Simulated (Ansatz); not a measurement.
# Si: an energy map of one atom

This session takes Si and sets out to map the energy of atom 1 (Si) over a plane.

Computed with Ansatz 0.2.0 (DFT r2SCAN, scalar-relativistic, plane waves, PAW, unless a step's input says otherwise).

## 1. The system as given

Symmetry: Fd-3m, No. 227, cubic system. The conventional cell has a = 5.431 Å, b = 5.431 Å, c = 5.431 Å, α = 90.00°, β = 90.00°, γ = 90.00°. Around Si (site symmetry -43m) lie 4 Si at 2.35 Å.

Coordinates:

```xyz
2
Lattice="0.0000 2.7155 2.7155 2.7155 0.0000 2.7155 2.7155 2.7155 0.0000" Properties=species:S:1:pos:R:3 pbc="T T T"
Si    2.7155    2.7155    2.7155
Si    4.0732    4.0732    4.0732
```

No relaxation comes first: the listed cell is the starting point.

## 2. Zero of energy

The reference gives a free energy of -1278.1322 eV, pressure 0.72 GPa, largest force 0.000 eV/Å and gap on the mesh 0.77 eV. It was computed beforehand with the settings of the runs below.

## 3. Next: an energy map of one atom

Atom 1 (Si) is moved by p along (0.000, 1.000, 0.000) and q along (0.000, 0.000, 1.000) (Å), all else fixed; its images in the other cells move with it. Points alike by symmetry are run once.

## 4. At p = -0.450, q = -0.450

input.yaml reads:

```yaml
crystal:
  lattice:
    - [0.0, 2.71547, 2.71547]
    - [2.71547, 0.0, 2.71547]
    - [2.71547, 2.71547, 0.0]
  atoms:
    - { symbol: Si, position: [0.3342828313, 0.5, 0.5] }
    - { symbol: Si, position: [0.75, 0.75, 0.75] }
basis:
  ecutwfc: 500
kpoints:
  mp_grid: { grid: [10, 10, 10] }
hamiltonian:
  xc: r2scan
scf:
  occupations: { method: gaussian, width: 0.05 }
output:
  forces: true
  stress: true
  eigenvalues: true
```

Command:

```bash
$ ansatz run input.yaml --threads 1 --pin off --max-ram 2560MiB --backend cpu --events-out ev --progress --plain --runs-dir out
```

What it wrote:

```text
Warning: RAYON_NUM_THREADS=1 ignored (pool sized by the plan → 1); use --threads N
Engine: ansatz 0.2.0, x86_64-unknown-linux-gnu
Pseudopotentials: kind: paw
Pseudopotential: Si, paw, valence charge 4, recommended cutoff 500 eV (meta_gga), Si.paw.azcp
Functional definition: r2SCAN
  parameter k0 = 0.174
  parameter k1 = 0.065
  parameter a1 = 4.9479
  exchange = r2scan_x(k0 = k0, k1 = k1, a1 = a1)
  correlation = r2scan_c
Crystal: 2 atoms, lattice volume = 40.047 Å³
Basis set: ecut = 500 eV, 965 PW (Γ), exchange–correlation on 120×120×120 points (64 copies of the dense FFT grid, shifted against one another)
Bands: 8, of which v1, the nominal top of the filled ones, is band 4 counted from 1 (3 counted from 0)
Symmetry: 4 space group operations
Space group: C2/m (ITA 12), of the structure as read, at distance tolerance 3.4e-5 Å
k-points: 282 of 1000
Non-local potential: Si, projectors of the file, l = 0: 2, l = 1: 2, l = 2: 2
PAW form: soft (Blöchl's): semilocal exchange-correlation on the pseudo side does not see the compensation charge
PAW frozen core: Si, regenerated for the run's functional (the file was generated under x = pbe(κ = 0.804, μ = 0.2195149727645171), c = pbe(β = 0.06672455060314922))
PAW one-centre angular grid: Si, 302 points (default); XC on 160 Gauss nodes
Initial density: superposition of atomic densities (neutral atoms: chi_scale 0, normalization atom), corrected by the library's trained network
Initial wavefunctions: pseudopotential atomic-orbital guess
Functional: x = r2scan, c = r2scan; τ floored in thin density (d = 2e-4 eV/Å³)
SCF iter   1: F=—  HF=-1275.367882 eV  |F-HF|=—  |Δ(HF+E_count)|=         —  Δρ=4.63e-3  dr2=8.65e-3  dr2_τ=2.03e-2  ethr=1.77e-3  ⟨swp⟩=6.1  Hψ=21652  notcnv=0
preconditioner: auto → none  [metal: Δε(μ)=0.062 eV  Ē_g=9.926 eV  σ=0.050 eV  W_gap=0.46  n_scr=8 (ndim 8)  ℏωp=16.6 eV  f_vac=0.000  D(μ)=0.22/eV (n_scr^D=0)  sad-step TF]
SCF iter   2: F=—  HF=-1275.374996 eV  |F-HF|=—  |Δ(HF+E_count)|=   7.11e-3  Δρ=2.96e-3  dr2=2.92e-3  dr2_τ=2.25e-5  ethr=1.08e-4  ⟨swp⟩=2.6  Hψ=6711  notcnv=0  defer=16
SCF iter   3: F=—  HF=-1275.374915 eV  |F-HF|=—  |Δ(HF+E_count)|=   8.10e-5  Δρ=6.90e-4  dr2=3.48e-4  dr2_τ=5.22e-6  ethr=3.65e-5  ⟨swp⟩=1.9  Hψ=2833  notcnv=0  defer=16
SCF iter   4: F=—  HF=-1275.374808 eV  |F-HF|=—  |Δ(HF+E_count)|=   1.07e-4  Δρ=2.43e-4  dr2=2.72e-5  dr2_τ=2.93e-7  ethr=4.35e-6  ⟨swp⟩=2.0  Hψ=3107  notcnv=0  defer=16
SCF iter   5: F=—  HF=-1275.374809 eV  |F-HF|=—  |Δ(HF+E_count)|=   9.65e-7  Δρ=3.00e-5  dr2=4.34e-7  dr2_τ=5.44e-9  ethr=3.40e-7  ⟨swp⟩=2.7  Hψ=3400  notcnv=0  defer=16
SCF iter   6: F=—  HF=-1275.374809 eV  |F-HF|=—  |Δ(HF+E_count)|=   4.43e-8  Δρ=1.49e-5  dr2=1.05e-7  dr2_τ=1.67e-9  ethr=1.25e-9  ⟨swp⟩=6.7  Hψ=13025  notcnv=0
SCF iter   7: F=-1275.374809 eV  HF=-1275.374809 eV  |F-HF|=2.12e-9  |Δ(HF+E_count)|=   1.99e-8  Δρ=4.35e-6  dr2=7.61e-9  dr2_τ=9.04e-11  ethr=1.25e-9  ⟨swp⟩=4.1  Hψ=6775  notcnv=0
SCF 1 converged in 7 iterations: F = -1275.374809 eV  dr2 = 7.61e-9
SCF converged after 7 iterations
Free energy (F): -1275.374809 eV
Harris-Foulkes:  -1275.374809 eV  (|F-HF|=2.12e-9)
Internal energy: -1275.374500 eV  (E = F + TS)
E sigma→0 (E₀):  -1275.374655 eV
Entropy (-TS):   -0.000309 eV (-0.154 meV/atom)
Fermi energy:    6.467154 eV
--- Per-component energies (eV) ---
  E_band       = 5.418185
  E_kinetic    = 82.922248
  E_local      = -60.434786  (includes V_loc(G=0)·N_el)
  E_nonlocal   = 53.028701
  E_hartree    = 15.699884
  E_xc         = -103.643912
  E_vxc        = -100.377287  (∫ρ·V_xc dr)
  E_paw        = -1039.296215  (= ΣΔE_a)
  E_vpaw       = -5.152452  (= ΣTr[D̂ρ^β])
  E_aug_tail   = 0.000009  (compensation charges beyond the density's cutoff)
  E_vtau       = 4.032039  (kinetic-family band-sum trace: ∫τ·v_τ [+ j·A + Jᵃ·Aᵃ] dr)
  E_ewald      = -223.497564
  E_core_change = -0.152866  (= ΣΔE_core)
  E_smearing   = -0.000309  (= −TS)
  E_closure    = -0.000000  (closes the sum)
  Σ components = -1275.374809   (vs F -1275.374809, Δ=0.00e0)
--- Forces (eV/Å), atoms counted from 1 ---
  atom   1  Si    -7.97494244     6.21753868     6.21753868
  atom   2  Si     7.97494244    -6.21753868    -6.21753868
  max |Σ_I F_I| component: 8.88e-16 eV/Å
--- Stress (GPa, compression-positive) ---
       31.793049     -24.657213     -24.657213
      -24.657212      10.776695      16.118836
      -24.657212      16.118836      10.776695
  P = ⅓ Tr σ = 17.7821 GPa (177.821 kbar)
--- Band table (eV; the first three rows and the last of 282) ---
  k-point 0: bands = ["-6.7471", "3.7146", "6.5982", "6.9774", "7.6193", "9.4385", "9.5039", "10.6863"]
  k-point 1: bands = ["-6.6175", "3.4050", "5.5510", "7.0114", "7.7687", "9.1826", "10.2494", "11.2627"]
  k-point 2: bands = ["-6.2383", "2.3580", "4.4855", "6.8353", "7.6564", "8.8970", "11.1562", "12.6207"]
  k-point 281: bands = ["-5.0176", "0.2265", "3.3147", "5.7829", "7.2801", "7.4698", "10.4627", "13.4137"]
```

It took 6.2 s on 1 thread of Intel Xeon 6975P-C (Granite Rapids), shared host; peak memory 0.56 GiB.

## 5. At p = -0.450, q = 0.000

input.yaml: that of step 4 with these lines changed.

```diff
@@ -6,3 +6,3 @@
   atoms:
-    - { symbol: Si, position: [0.3342828313, 0.5, 0.5] }
+    - { symbol: Si, position: [0.4171414157, 0.5828585843, 0.4171414157] }
     - { symbol: Si, position: [0.75, 0.75, 0.75] }
```

Command:

```bash
$ ansatz run input.yaml --threads 1 --pin off --max-ram 2560MiB --backend cpu --events-out ev --progress --plain --runs-dir out
```

What it wrote:

```text
[... 30 lines left out ...]
SCF 1 converged in 6 iterations: F = -1276.873629 eV  dr2 = 2.33e-8
SCF converged after 6 iterations
Free energy (F): -1276.873629 eV
Harris-Foulkes:  -1276.873629 eV  (|F-HF|=2.57e-9)
Internal energy: -1276.872948 eV  (E = F + TS)
E sigma→0 (E₀):  -1276.873289 eV
Entropy (-TS):   -0.000681 eV (-0.340 meV/atom)
Fermi energy:    6.692940 eV
--- Per-component energies (eV) ---
  E_band       = 6.024584
  E_kinetic    = 81.754297
  E_local      = -56.053527  (includes V_loc(G=0)·N_el)
  E_nonlocal   = 51.183810
  E_hartree    = 15.024260
  E_xc         = -103.229596
  E_vxc        = -99.824478  (∫ρ·V_xc dr)
  E_paw        = -1039.123175  (= ΣΔE_a)
  E_vpaw       = -5.048281  (= ΣTr[D̂ρ^β])
  E_aug_tail   = 0.000009  (compensation charges beyond the density's cutoff)
  E_vtau       = 3.964167  (kinetic-family band-sum trace: ∫τ·v_τ [+ j·A + Jᵃ·Aᵃ] dr)
  E_ewald      = -226.276161
  E_core_change = -0.152866  (= ΣΔE_core)
  E_smearing   = -0.000681  (= −TS)
  E_closure    = 0.000000  (closes the sum)
  Σ components = -1276.873629   (vs F -1276.873629, Δ=0.00e0)
--- Forces (eV/Å), atoms counted from 1 ---
  atom   1  Si     0.00000000     4.99610142     0.00000000
  atom   2  Si    -0.00000000    -4.99610142    -0.00000000
  max |Σ_I F_I| component: 2.78e-17 eV/Å
--- Stress (GPa, compression-positive) ---
       11.785708      -0.000000     -20.141286
        0.000000      -1.289861       0.000000
      -20.141286      -0.000000      11.785708
  P = ⅓ Tr σ = 7.4272 GPa (74.272 kbar)
--- Band table (eV; the first three rows and the last of 171) ---
  k-point 0: bands = ["-6.5974", "4.0026", "6.6639", "7.5488", "8.2646", "8.3781", "9.8128", "10.0341"]
  k-point 1: bands = ["-6.4549", "3.3841", "6.1073", "7.1333", "8.4821", "8.8282", "9.9602", "10.7794"]
  k-point 2: bands = ["-6.0304", "1.9292", "5.3520", "6.6173", "8.4961", "9.2207", "10.5431", "12.4208"]
  k-point 170: bands = ["-3.3965", "-0.6760", "2.0847", "3.5828", "5.9639", "7.9955", "16.5479", "16.9327"]
```

Wall time 3.8 s (1 thread of Intel Xeon 6975P-C (Granite Rapids), shared host); peak memory 0.52 GiB.

## 6. Point p = -0.450, q = -0.225

input.yaml: that of step 5 with these lines changed.

```diff
@@ -6,3 +6,3 @@
   atoms:
-    - { symbol: Si, position: [0.4171414157, 0.5828585843, 0.4171414157] }
+    - { symbol: Si, position: [0.3757121235, 0.5414292922, 0.4585707078] }
     - { symbol: Si, position: [0.75, 0.75, 0.75] }
```

Command:

```bash
$ ansatz run input.yaml --threads 1 --pin off --max-ram 2560MiB --backend cpu --events-out ev --progress --plain --runs-dir out
```

What it wrote:

```text
Warning: RAYON_NUM_THREADS=1 ignored (pool sized by the plan → 1); use --threads N
[... 9 set-up lines as earlier in the session ...]
Crystal: 2 atoms, lattice volume = 40.047 Å³
Basis set: ecut = 500 eV, 965 PW (Γ), exchange–correlation on 120×120×120 points (64 copies of the dense FFT grid, shifted against one another)
Bands: 8, of which v1, the nominal top of the filled ones, is band 4 counted from 1 (3 counted from 0)
Symmetry: 2 space group operations
Space group: P-1 (ITA 2), of the structure as read, at distance tolerance 3.4e-5 Å
k-points: 504 of 1000
[... 7 set-up lines as earlier in the session ...]
SCF iter   1: F=—  HF=-1276.470120 eV  |F-HF|=—  |Δ(HF+E_count)|=         —  Δρ=3.87e-3  dr2=5.98e-3  dr2_τ=1.56e-2  ethr=1.77e-3  ⟨swp⟩=6.1  Hψ=38421  notcnv=0
preconditioner: auto → none  [metal: Δε(μ)=0.028 eV  Ē_g=9.954 eV  σ=0.050 eV  W_gap=0.29  n_scr=8 (ndim 8)  ℏωp=16.6 eV  f_vac=0.000  D(μ)=0.37/eV (n_scr^D=0)  sad-step TF]
SCF iter   2: F=—  HF=-1276.480093 eV  |F-HF|=—  |Δ(HF+E_count)|=   9.97e-3  Δρ=2.56e-3  dr2=2.27e-3  dr2_τ=1.51e-5  ethr=7.48e-5  ⟨swp⟩=2.1  Hψ=12000  notcnv=0  defer=12
SCF iter   3: F=—  HF=-1276.479921 eV  |F-HF|=—  |Δ(HF+E_count)|=   1.72e-4  Δρ=5.47e-4  dr2=1.88e-4  dr2_τ=2.79e-6  ethr=2.83e-5  ⟨swp⟩=2.0  Hψ=5599  notcnv=0  defer=12
SCF iter   4: F=—  HF=-1276.479875 eV  |F-HF|=—  |Δ(HF+E_count)|=   4.66e-5  Δρ=2.19e-4  dr2=1.63e-5  dr2_τ=1.91e-7  ethr=2.34e-6  ⟨swp⟩=2.0  Hψ=5691  notcnv=0  defer=12
SCF iter   5: F=—  HF=-1276.479879 eV  |F-HF|=—  |Δ(HF+E_count)|=   4.83e-6  Δρ=2.18e-5  dr2=2.05e-7  dr2_τ=3.07e-9  ethr=2.04e-7  ⟨swp⟩=2.8  Hψ=6168  notcnv=0  defer=12
SCF iter   6: F=-1276.479879 eV  HF=-1276.479880 eV  |F-HF|=1.42e-8  |Δ(HF+E_count)|=   9.03e-8  Δρ=1.21e-5  dr2=5.45e-8  dr2_τ=9.32e-10  ethr=1.25e-9  ⟨swp⟩=6.7  Hψ=23158  notcnv=0
SCF 1 converged in 6 iterations: F = -1276.479879 eV  dr2 = 5.45e-8
SCF converged after 6 iterations
Free energy (F): -1276.479879 eV
Harris-Foulkes:  -1276.479880 eV  (|F-HF|=1.42e-8)
Internal energy: -1276.479396 eV  (E = F + TS)
E sigma→0 (E₀):  -1276.479638 eV
Entropy (-TS):   -0.000484 eV (-0.242 meV/atom)
Fermi energy:    6.615997 eV
--- Per-component energies (eV) ---
  E_band       = 5.832395
  E_kinetic    = 82.036847
  E_local      = -57.175468  (includes V_loc(G=0)·N_el)
  E_nonlocal   = 51.669786
  E_hartree    = 15.172344
  E_xc         = -103.328846
  E_vxc        = -99.958785  (∫ρ·V_xc dr)
  E_paw        = -1039.161636  (= ΣΔE_a)
  E_vpaw       = -5.068431  (= ΣTr[D̂ρ^β])
  E_aug_tail   = 0.000009  (compensation charges beyond the density's cutoff)
  E_vtau       = 3.983918  (kinetic-family band-sum trace: ∫τ·v_τ [+ j·A + Jᵃ·Aᵃ] dr)
  E_ewald      = -225.539566
  E_core_change = -0.152866  (= ΣΔE_core)
  E_smearing   = -0.000484  (= −TS)
  E_closure    = -0.000000  (closes the sum)
  Σ components = -1276.479879   (vs F -1276.479879, Δ=0.00e0)
--- Forces (eV/Å), atoms counted from 1 ---
  atom   1  Si    -3.87347428     5.24263457     3.46762437
  atom   2  Si     3.87347428    -5.24263457    -3.46762437
  max |Σ_I F_I| component: 0.00e0 eV/Å
--- Stress (GPa, compression-positive) ---
       16.853713     -11.419242     -21.426441
      -11.419242       1.981964       8.609239
      -21.426440       8.609238      11.555193
  P = ⅓ Tr σ = 10.1303 GPa (101.303 kbar)
--- Band table (eV; the first three rows and the last of 504) ---
  k-point 0: bands = ["-6.6432", "3.9400", "6.5633", "7.3719", "8.0568", "8.7051", "9.7258", "10.2513"]
  k-point 1: bands = ["-6.5062", "3.4541", "5.8462", "7.1952", "8.1217", "8.8104", "10.1499", "10.9799"]
  k-point 2: bands = ["-6.1014", "2.1444", "4.9977", "6.8269", "8.0161", "8.8549", "10.8747", "12.6191"]
  k-point 503: bands = ["-4.7955", "0.0485", "3.3700", "5.7647", "7.5410", "7.8275", "10.2826", "13.6439"]
```

Wall time 10 s (1 thread of Intel Xeon 6975P-C (Granite Rapids), shared host); peak memory 0.65 GiB.

## 7. At p = -0.225, q = 0.000

input.yaml: that of step 6 with these lines changed.

```diff
@@ -6,3 +6,3 @@
   atoms:
-    - { symbol: Si, position: [0.3757121235, 0.5414292922, 0.4585707078] }
+    - { symbol: Si, position: [0.4585707078, 0.5414292922, 0.4585707078] }
     - { symbol: Si, position: [0.75, 0.75, 0.75] }
```

Command:

```bash
$ ansatz run input.yaml --threads 1 --pin off --max-ram 2560MiB --backend cpu --events-out ev --progress --plain --runs-dir out
```

What it wrote:

```text
[... 31 lines left out ...]
SCF 1 converged in 6 iterations: F = -1277.789138 eV  dr2 = 3.72e-10
SCF converged after 6 iterations
Free energy (F): -1277.789138 eV
Harris-Foulkes:  -1277.789138 eV  (|F-HF|=2.51e-10)
Internal energy: -1277.789133 eV  (E = F + TS)
E sigma→0 (E₀):  -1277.789135 eV
Entropy (-TS):   -0.000005 eV (-0.002 meV/atom)
Fermi energy:    6.715887 eV
--- Per-component energies (eV) ---
  E_band       = 6.624599
  E_kinetic    = 81.225846
  E_local      = -54.027571  (includes V_loc(G=0)·N_el)
  E_nonlocal   = 50.379891
  E_hartree    = 14.913463
  E_xc         = -103.142803
  E_vxc        = -99.676196  (∫ρ·V_xc dr)
  E_paw        = -1039.061029  (= ΣΔE_a)
  E_vpaw       = -5.018777  (= ΣTr[D̂ρ^β])
  E_aug_tail   = 0.000009  (compensation charges beyond the density's cutoff)
  E_vtau       = 3.914437  (kinetic-family band-sum trace: ∫τ·v_τ [+ j·A + Jᵃ·Aᵃ] dr)
  E_ewald      = -227.924072
  E_core_change = -0.152866  (= ΣΔE_core)
  E_smearing   = -0.000005  (= −TS)
  E_closure    = -0.000000  (closes the sum)
  Σ components = -1277.789138   (vs F -1277.789138, Δ=0.00e0)
--- Forces (eV/Å), atoms counted from 1 ---
  atom   1  Si     0.00000000     2.93591981     0.00000000
  atom   2  Si     0.00000000    -2.93591981     0.00000000
  max |Σ_I F_I| component: 2.78e-17 eV/Å
--- Stress (GPa, compression-positive) ---
        3.659719       0.000000      -9.483246
       -0.000000       0.092059       0.000000
       -9.483246      -0.000000       3.659719
  P = ⅓ Tr σ = 2.4705 GPa (24.705 kbar)
--- Band table (eV; the first three rows and the last of 171) ---
  k-point 0: bands = ["-6.4437", "5.0253", "6.2819", "7.2912", "8.2085", "8.7018", "9.5277", "10.0458"]
  k-point 1: bands = ["-6.3023", "4.2429", "5.8431", "6.8424", "8.7331", "8.9141", "9.6453", "10.8857"]
  k-point 2: bands = ["-5.8827", "2.5370", "5.2902", "6.2735", "8.7542", "9.3458", "10.2706", "12.5945"]
  k-point 170: bands = ["-2.7391", "-1.3016", "2.6526", "3.4497", "6.4926", "7.5770", "16.8118", "17.0816"]
```

Wall time 3.5 s (1 thread of Intel Xeon 6975P-C (Granite Rapids), shared host); peak memory 0.52 GiB.

## 8. p = -0.225, q = -0.225

input.yaml: that of step 7 with these lines changed.

```diff
@@ -6,3 +6,3 @@
   atoms:
-    - { symbol: Si, position: [0.4585707078, 0.5414292922, 0.4585707078] }
+    - { symbol: Si, position: [0.4171414157, 0.5, 0.5] }
     - { symbol: Si, position: [0.75, 0.75, 0.75] }
```

Command:

```bash
$ ansatz run input.yaml --threads 1 --pin off --max-ram 2560MiB --backend cpu --events-out ev --progress --plain --runs-dir out
```

What it wrote:

```text
Warning: RAYON_NUM_THREADS=1 ignored (pool sized by the plan → 1); use --threads N
[... 9 set-up lines as earlier in the session ...]
Crystal: 2 atoms, lattice volume = 40.047 Å³
Basis set: ecut = 500 eV, 965 PW (Γ), exchange–correlation on 120×120×120 points (64 copies of the dense FFT grid, shifted against one another)
Bands: 8, of which v1, the nominal top of the filled ones, is band 4 counted from 1 (3 counted from 0)
[... 2 set-up lines as earlier in the session ...]
k-points: 282 of 1000
[... 7 set-up lines as earlier in the session ...]
SCF iter   1: F=—  HF=-1277.422390 eV  |F-HF|=—  |Δ(HF+E_count)|=         —  Δρ=3.54e-3  dr2=4.31e-3  dr2_τ=1.35e-2  ethr=1.77e-3  ⟨swp⟩=6.0  Hψ=21234  notcnv=0
preconditioner: auto → none  [insulator: Δε(μ)=0.058 eV  Ē_g=10.020 eV  σ=0.050 eV  W_gap=0.57  n_scr=8 (ndim 8)  ℏωp=16.6 eV  f_vac=0.000  D(μ)=0.20/eV (n_scr^D=0)  ε∞_Penn≈3.7]
SCF iter   2: F=—  HF=-1277.435214 eV  |F-HF|=—  |Δ(HF+E_count)|=   1.28e-2  Δρ=1.98e-3  dr2=1.03e-3  dr2_τ=1.00e-5  ethr=5.38e-5  ⟨swp⟩=2.0  Hψ=6756  notcnv=0  defer=4
SCF iter   3: F=—  HF=-1277.435262 eV  |F-HF|=—  |Δ(HF+E_count)|=   4.85e-5  Δρ=2.23e-4  dr2=2.66e-5  dr2_τ=7.63e-7  ethr=1.29e-5  ⟨swp⟩=1.1  Hψ=2346  notcnv=0  defer=4
SCF iter   4: F=—  HF=-1277.435258 eV  |F-HF|=—  |Δ(HF+E_count)|=   3.61e-6  Δρ=5.40e-5  dr2=7.20e-7  dr2_τ=1.28e-8  ethr=3.33e-7  ⟨swp⟩=2.4  Hψ=3380  notcnv=0  defer=4
iter 5 did not close the SCF: its close was put off for the readings that it lacked (scf_convergence_deferred on its scf_iter line)
SCF iter   5: F=-1277.435259 eV  HF=-1277.435259 eV  |F-HF|=5.15e-8  |Δ(HF+E_count)|=   4.40e-7  Δρ=1.32e-5  dr2=2.98e-8  dr2_τ=4.05e-10  ethr=9.00e-9  ⟨swp⟩=2.0  Hψ=3380  notcnv=0  defer=4
SCF iter   6: F=-1277.435259 eV  HF=-1277.435259 eV  |F-HF|=1.56e-10  |Δ(HF+E_count)|=   5.69e-8  Δρ=1.35e-6  dr2=5.62e-10  dr2_τ=8.09e-12  ethr=3.72e-10  ⟨swp⟩=2.3  Hψ=8482  notcnv=0
SCF 1 converged in 6 iterations: F = -1277.435259 eV  dr2 = 5.62e-10
SCF converged after 6 iterations
Free energy (F): -1277.435259 eV
Harris-Foulkes:  -1277.435259 eV  (|F-HF|=1.56e-10)
Internal energy: -1277.434984 eV  (E = F + TS)
E sigma→0 (E₀):  -1277.435121 eV
Entropy (-TS):   -0.000275 eV (-0.138 meV/atom)
Fermi energy:    6.683276 eV
--- Per-component energies (eV) ---
  E_band       = 6.387037
  E_kinetic    = 81.411046
  E_local      = -54.799821  (includes V_loc(G=0)·N_el)
  E_nonlocal   = 50.711906
  E_hartree    = 14.945900
  E_xc         = -103.177826
  E_vxc        = -99.733258  (∫ρ·V_xc dr)
  E_paw        = -1039.083181  (= ΣΔE_a)
  E_vpaw       = -5.027775  (= ΣTr[D̂ρ^β])
  E_aug_tail   = 0.000009  (compensation charges beyond the density's cutoff)
  E_vtau       = 3.933116  (kinetic-family band-sum trace: ∫τ·v_τ [+ j·A + Jᵃ·Aᵃ] dr)
  E_ewald      = -227.290151
  E_core_change = -0.152866  (= ΣΔE_core)
  E_smearing   = -0.000275  (= −TS)
  E_closure    = -0.000000  (closes the sum)
  Σ components = -1277.435259   (vs F -1277.435259, Δ=0.00e0)
--- Forces (eV/Å), atoms counted from 1 ---
  atom   1  Si    -1.93468980     3.05470730     3.05470730
  atom   2  Si     1.93468980    -3.05470730    -3.05470730
  max |Σ_I F_I| component: 2.22e-16 eV/Å
--- Stress (GPa, compression-positive) ---
        7.078090      -9.968236      -9.968236
       -9.968236       3.123344       4.492146
       -9.968236       4.492146       3.123344
  P = ⅓ Tr σ = 4.4416 GPa (44.416 kbar)
--- Band table (eV; the first three rows and the last of 282) ---
  k-point 0: bands = ["-6.5032", "4.6715", "6.2662", "7.8005", "7.9135", "8.4891", "9.8000", "9.9640"]
  k-point 1: bands = ["-6.3678", "4.2718", "5.4255", "7.1904", "8.2871", "8.7656", "10.0056", "10.9338"]
  k-point 2: bands = ["-5.9693", "2.8131", "4.6872", "6.6240", "8.3152", "8.9098", "10.6238", "12.6507"]
  k-point 281: bands = ["-4.4908", "-0.2187", "3.9623", "5.2595", "7.7204", "8.5064", "10.0465", "13.9860"]
```

Run time: 5.5 s. Hardware: 1 thread of Intel Xeon 6975P-C (Granite Rapids), shared host; peak memory 0.54 GiB.

## 9. Results of the scan

Energy above the undisturbed cell in eV/cell; points alike by symmetry are filled in, and a dash was not computed:

```
 p \ q  -0.450  -0.225  0.000  0.225  0.450
-0.450   2.757   1.652  1.259  1.652  2.757
-0.225   1.652   0.697  0.343  0.697  1.652
 0.000   1.259   0.343  0.000  0.343  1.259
 0.225   1.652   0.697  0.343  0.697  1.652
 0.450   2.757   1.652  1.259  1.652  2.757
```

Pressure in GPa:

```
 p \ q  -0.450  -0.225  0.000  0.225  0.450
-0.450    17.8    10.1    7.4   10.1   17.8
-0.225    10.1     4.4    2.5    4.4   10.1
 0.000     7.4     2.5    0.7    2.5    7.4
 0.225    10.1     4.4    2.5    4.4   10.1
 0.450    17.8    10.1    7.4   10.1   17.8
```

Gap on the mesh in eV:

```csv
p \ q,-0.450,-0.225,0.000,0.225,0.450
-0.450,0.00,0.00,0.00,0.00,0.00
-0.225,0.00,0.00,0.00,0.00,0.00
0.000,0.00,0.00,0.77,0.00,0.00
0.225,0.00,0.00,0.00,0.00,0.00
0.450,0.00,0.00,0.00,0.00,0.00
```

Where the gap reads zero, the mesh chosen for the insulator is on the coarse side.

## 10. Outcome

```
                         quantity                                       value
                    highest point  2.757 eV/cell at (p, q) = (-0.450, -0.450)
lowest point away from the origin            0.343 eV/cell at (-0.225, 0.000)
```

What this shows: No computed point lies below the origin. Read as harmonic, the points at ±0.225 Å give force constants of 13.55 eV/Å² along p and 13.55 eV/Å² along q, so the site is nearly isotropic in this plane. The gap on the mesh runs from 0.00 to 0.77 eV over the map.

The gaps are Kohn-Sham values of a semilocal functional, not quasiparticle or optical gaps. Such gaps usually fall short of the measured ones.
